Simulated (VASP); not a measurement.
Crystal: Si.

```
CELL_PARAMETERS angstrom
4.12095 0.00000 0.00000
-2.06047 3.56885 0.00000
0.00000 0.00000 2.65479
ATOMIC_POSITIONS crystal
Si 0.33333 0.66667 0.50000
Si 0.66667 0.33333 0.50000
```

The cell was built by a generator and needn't be a form met in nature.

| Quantity | Value |
| --- | --- |
| Program | VASP 6.6.1 |
| Task | relaxation of cell and atoms |
| Functional | PBE |
| Dispersion | MBD |
| Potentials or basis | VASP PAW PBE potentials, release 64 (Si) |
| Cutoff | 600 eV |
| k mesh | 8 × 8 × 10 |
| Occupations | fermi-dirac, width 0.05 eV |
| Spin | no spin polarisation |

At the start: pressure -2.1 GPa; volume 19.52 Å³/atom.

Task: How do energy, volume and symmetry change on relaxing?

Result: Over 5 steps the energy falls by 3.1 meV/atom and the volume is 19.03 Å³/atom (-2.5 %); space group P6/mmm (No. 191, to 0.05 Å).

The path:
```
step  energy change (eV)  largest force (eV/Å)  pressure (GPa)  volume (Å³)
   1              0.0000                0.0005           -2.07        39.04
   2             -0.0044                0.0004            1.07        37.63
   3             -0.0061                0.0001           -0.10        38.13
   4             -0.0061                0.0001            0.01        38.08
   5             -0.0061                0.0001            0.03        38.06
```

Final structure:
```
Si
1.0
     4.09061    0.00003    0.00000
    -2.04527    3.54259    0.00000
     0.00000    0.00000    2.62638
Si
2
Direct
  0.33333 0.66667 0.50000
  0.66667 0.33333 0.50000
```
